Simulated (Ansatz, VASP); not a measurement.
One calculation of CaB2, two programs

The input INCAR:

```
SYSTEM = CaB2
ALGO = Normal
BPARAM = 11.95
CPARAM = 0.0093
EDIFF = 1E-6
EDIFFG = -0.01
ENCUT = 600
IBRION = 2
ISIF = 3
ISMEAR = -1
IVDW_NL = 2
LASPH = .True.
LCHARG = .False.
LMIXTAU = .True.
LREAL = .False.
LUSE_VDW = .True.
LWAVE = .False.
METAGGA = R2SCAN
NELM = 60
NSW = 40
PREC = Accurate
SIGMA = 0.05
```

The input KPOINTS:

```
k-points
0
Gamma
  9 9 7
  0 0 0
```

Contents of POSCAR:

```
CaB2
1.0
    3.2264302843      0.0000000000      0.0000000000
   -1.6132151421      2.7941705897      0.0000000000
    0.0000000000      0.0000000000      4.0673920000
Ca B
1 2
Direct
    0.0000000000      0.0000000000      0.0000000000
    0.6666666667      0.3333333333      0.5000000000
    0.3333333333      0.6666666667      0.5000000000
```

The input input.yaml:

```yaml
crystal:
  lattice:
    - [3.2264302843, 0.0, 0.0]
    - [-1.6132151421, 2.7941705897, 0.0]
    - [0.0, 0.0, 4.067392]
  atoms:
    - { symbol: Ca, position: [0.0, 0.0, 0.0] }
    - { symbol: B, position: [0.6666666667, 0.3333333333, 0.5] }
    - { symbol: B, position: [0.3333333333, 0.6666666667, 0.5] }
hamiltonian:
  xc: r2scan
  pseudopotentials: { kind: paw }
  dispersion: rvv10
kpoints:
  mp_grid: { grid: [9, 9, 7] }
scf:
  occupations: { method: fermi_dirac, width: 0.05 }
output:
  forces: true
  stress: true
  eigenvalues: true
relax:
  f_tol: 0.01
  max_steps: 40
  cell: { stress_tol: 0.05 }
```

The cell comes from a database or a generator and needn't be the stable form of this composition.

Alike in both runs: task relaxation of cell and atoms; functional r2SCAN; dispersion rVV10; k mesh 9 × 9 × 7; occupations fermi-dirac, width 0.05 eV; no spin polarisation.

|  | VASP | Ansatz |
| --- | --- | --- |
| version | VASP 6.6.1 | Ansatz 0.2.0 |
| potentials or method | VASP PAW PBE potentials, release 64 (Ca_sv, B) | Ansatz PAW |
| plane-wave cutoff (eV) | 600 | 500 |
| valence electrons in the cell | 16 | 16 |

Ansatz gave:

```
gap on the k mesh at the Fermi level, each at its own relaxed structure (eV) : none
relaxed volume (Å³/atom)                                                     : 12.13
relaxed cell length with the largest relative difference (Å)                 : 4.061
```

Problem. What did VASP give for the same quantities?

Solution. gap on the k mesh at the Fermi level, each at its own relaxed structure (eV): none; relaxed volume (Å³/atom): 12.19; relaxed cell length with the largest relative difference (Å): 4.072.

A gap of «none» marks a metal or a gap that the smearing closes.

Caveats: the PAW data sets were made with another functional, which shifts forces and pressure a little (VASP); the plane-wave basis is chosen anew once the cell has moved, so the energies of steps on either side of that aren't comparable (Ansatz); the PAW data sets come from PBE, with cores solved anew for the run's functional, which leaves a small shift of forces and pressure (Ansatz).
